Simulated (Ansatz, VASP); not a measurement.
One calculation of CdSe (qha), two programs

```
Cd Se
1.0
     4.30190    0.00000    0.00000
    -2.15095    3.72555    0.00000
     0.00000    0.00000    7.02228
Cd Se
2 2
Direct
  0.33333 0.66667 0.00467
  0.66667 0.33333 0.50467
  0.33333 0.66667 0.38033
  0.66667 0.33333 0.88033
```

Alike in both runs: functional PBEsol; k mesh 10 × 10 × 6; no spin polarisation.

Ansatz relaxed the structure, and its values are those at the end. VASP's run is a single point on that final structure, the one shown.

```csv
,VASP,Ansatz
version,VASP 6.6.1,Ansatz 0.2.0
potentials or method,"VASP PAW PBE potentials, release 64 (Cd, Se)","scalar-relativistic, plane waves, PAW"
plane-wave cutoff (eV),520,420
occupations,"gaussian, width 0.01 eV",fixed
valence electrons in the cell,36,72
```

Ansatz gave:

- gap on the k mesh at the Fermi level (eV): 0.54
- least direct gap on the mesh (eV): 0.54
- pressure (GPa): 0.0

Problem. Which values does VASP return?

Solution. gap on the k mesh at the Fermi level (eV): 0.54; least direct gap on the mesh (eV): 0.54; pressure (GPa): 0.3.

The two sets of potentials don't hold the same shells in valence.

Caveats: the PAW data sets were made with another functional, which shifts forces and pressure a little (VASP).
